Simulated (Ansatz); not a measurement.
## Si: single point with PBE

The system is Si.

```xyz
2
Lattice="-2.3714 2.3714 1.3293 2.3714 -2.3714 1.3293 2.3714 2.3714 -1.3293" Properties=species:S:1:pos:R:3 pbc="T T T"
Si    0.0000    0.0000    1.3293
Si    2.3714    0.0000    0.6646
```

This isn't the form of Si at room conditions, which is diamond.

```yaml
Program: Ansatz 0.2.0
Task: single point
Functional: PBE
Potentials_or_basis: Ansatz PAW
Cutoff: "420 eV (not typed: the program's choice for these potentials)"
k_mesh: 11 × 11 × 11
Occupations: gaussian, width 0.017 eV
Spin: no spin polarisation
```

```
Pressure               : 3.2 GPa
Band gap on the k mesh : none (metal or under the smearing width)
```

Stress tensor (GPa, compression positive):
```
3.71 0.00 0.00
0.00 3.71 0.00
0.00 0.00 2.25
```

Levels at points of the mesh, in eV from the Fermi level:
| k point | band 1 | band 2 | band 3 | band 4 | band 5 | band 6 | band 7 | band 8 |
| --- | --- | --- | --- | --- | --- | --- | --- | --- |
| (0.00, 0.00, 0.00) | -13.92 | -2.46 | -2.46 | -1.76 | 1.54 | 7.50 | 9.12 | 9.13 |

It took 0.37 s on 2 threads of AMD EPYC 9R45 96-Core Processor (Zen 5), on a shared host, peak memory 0.37 GiB.
